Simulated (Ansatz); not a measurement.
# BP: the cost of one run

Computed with Ansatz 0.2.0 (DFT PBE, scalar-relativistic, plane waves, PAW, unless a step's input says otherwise).

15 further runs of the same task are left out: 15 set aside as unsound or not needed.

**1. Starting point**

It takes space group F-43m (No. 216, cubic). Conventional cell: a = 4.548 Å, b = 4.548 Å, c = 4.548 Å, α = 90.00°, β = 90.00°, γ = 90.00°. Around B (site symmetry -43m) lie 4 P at 1.97 Å. P (site symmetry -43m) has 4 B at 1.97 Å as nearest neighbours.

Coordinates:

```cif
data_structure
_symmetry_space_group_name_H-M 'P 1'
_symmetry_Int_Tables_number 1
_cell_length_a 3.2161
_cell_length_b 3.2161
_cell_length_c 3.2161
_cell_angle_alpha 60.000
_cell_angle_beta 60.000
_cell_angle_gamma 60.000
_cell_volume 23.52
loop_
_atom_site_label
_atom_site_type_symbol
_atom_site_fract_x
_atom_site_fract_y
_atom_site_fract_z
_atom_site_occupancy
B1 B 0.00000 0.00000 0.00000 1
P1 P 0.75000 0.75000 0.75000 1
```

It is the result of an earlier relaxation at this level (volume 11.76 Å³/atom; gap on the mesh: 1.25 eV).

**2. Plan of the line**

The energy is mapped over volume and the cell's shape.

- volume per atom: 7 values from 10.820 to 12.702 Å³
- c/a of the conventional cell: 7 values from 0.886 to 1.128

Nothing else is relaxed (symmetry fixes all fractional coordinates). Energies count from the relaxed crystal. Points are written as (first, second).

**3. Grid point (12.702 Å³, 0.886)**

input.yaml

```yaml
crystal:
  lattice:
    - [0.0, 2.1529991964, 2.4289250862]
    - [2.4289250862, 0.0, 2.4289250862]
    - [2.4289250862, 2.1529991964, 0.0]
  atoms:
    - { symbol: B, position: [0.0, 0.0, 0.0] }
    - { symbol: P, position: [0.75, 0.75, 0.75] }
basis:
  ecutwfc: 520.0
kpoints:
  mp_grid: { grid: [12, 12, 12] }
hamiltonian:
  xc: pbe
scf:
  occupations: { method: gaussian, width: 0.05 }
output:
  forces: true
  stress: true
  eigenvalues: true
```

Run with:

```bash
$ ansatz run input.yaml --threads 1 --pin off --max-ram 2048MiB --backend cpu --events-out ev --progress --plain --runs-dir out
```

Q: Estimate wall time and peak memory on 1 thread of AMD EPYC 7R43 (Zen 3), shared host.

About 5 s, with a peak of 0.47 GiB.
